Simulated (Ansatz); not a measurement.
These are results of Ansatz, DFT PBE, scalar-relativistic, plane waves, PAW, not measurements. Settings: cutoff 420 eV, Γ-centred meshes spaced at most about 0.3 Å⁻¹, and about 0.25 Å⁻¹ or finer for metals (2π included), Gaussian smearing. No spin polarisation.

Temperature and zero-point effects are left out.

**Question.** Which of these relaxed structures of Cd2S5 is the lowest in energy?
A.

```cif
data_structure
_symmetry_space_group_name_H-M 'Imm2'
_symmetry_Int_Tables_number 44
_cell_length_a 6.5081
_cell_length_b 8.4336
_cell_length_c 7.4342
_cell_angle_alpha 90.000
_cell_angle_beta 90.000
_cell_angle_gamma 90.000
_cell_volume 408.04
loop_
_atom_site_label
_atom_site_type_symbol
_atom_site_symmetry_multiplicity
_atom_site_Wyckoff_symbol
_atom_site_fract_x
_atom_site_fract_y
_atom_site_fract_z
_atom_site_occupancy
Cd1 Cd 4 d 0.50000 0.79735 0.36074 1
S1 S 8 e 0.28041 0.11842 0.66388 1
S2 S 2 b 0.50000 0.00000 0.12870 1
```

B.

```cif
data_structure
_symmetry_space_group_name_H-M 'C2'
_symmetry_Int_Tables_number 5
_cell_length_a 6.4076
_cell_length_b 5.5375
_cell_length_c 10.2580
_cell_angle_alpha 90.000
_cell_angle_beta 96.069
_cell_angle_gamma 90.000
_cell_volume 361.94
loop_
_atom_site_label
_atom_site_type_symbol
_atom_site_symmetry_multiplicity
_atom_site_Wyckoff_symbol
_atom_site_fract_x
_atom_site_fract_y
_atom_site_fract_z
_atom_site_occupancy
Cd1 Cd 4 c 0.74657 0.30453 0.85577 1
S1 S 4 c 0.59067 0.47351 0.27938 1
S2 S 4 c 0.11543 0.22177 0.44337 1
S3 S 2 a 0.00000 0.56838 0.00000 1
```

C.

```cif
data_structure
_symmetry_space_group_name_H-M 'P1'
_symmetry_Int_Tables_number 1
_cell_length_a 4.2956
_cell_length_b 6.6135
_cell_length_c 8.6043
_cell_angle_alpha 85.732
_cell_angle_beta 81.557
_cell_angle_gamma 89.422
_cell_volume 241.12
loop_
_atom_site_label
_atom_site_type_symbol
_atom_site_symmetry_multiplicity
_atom_site_Wyckoff_symbol
_atom_site_fract_x
_atom_site_fract_y
_atom_site_fract_z
_atom_site_occupancy
Cd1 Cd 1 a 0.04141 0.11895 0.85446 1
Cd2 Cd 1 a 0.56323 0.61592 0.79859 1
S1 S 1 a 0.08034 0.79420 0.72672 1
S2 S 1 a 0.96263 0.38607 0.29472 1
S3 S 1 a 0.25161 0.29095 0.45666 1
S4 S 1 a 0.58651 0.52055 0.42805 1
S5 S 1 a 0.51427 0.27337 0.93981 1
```

**Answer.** C. The next of these, B, lies 16 meV/atom higher. Forms: C P1; B C2; A Imm2. Counting S atoms around Cd (those within 1.25 times the shortest such distance or 1.15 times the sum of covalent radii, 1.27 where that leaves under three; a plus sign parts nearer from farther groups): C has Cd 3; B has Cd 4; A has Cd 1+4. C holds S–S chains (shortest 2.06 Å); B holds S–S units of three or more atoms (shortest 1.98 Å); A holds S–S pairs (shortest 2.00 Å). All come from invented guesses.

The k mesh leaves some 4 meV/atom of noise in the energy of each metallic cell. Weakly bound directions are ill-defined at this level, which has no dispersion term (P1), and this can change margins and order among such cells. Cells relaxed within their symmetry can be saddle points. Some structure types and database cells were kept out of the candidates from the start, so a known form may be missing.
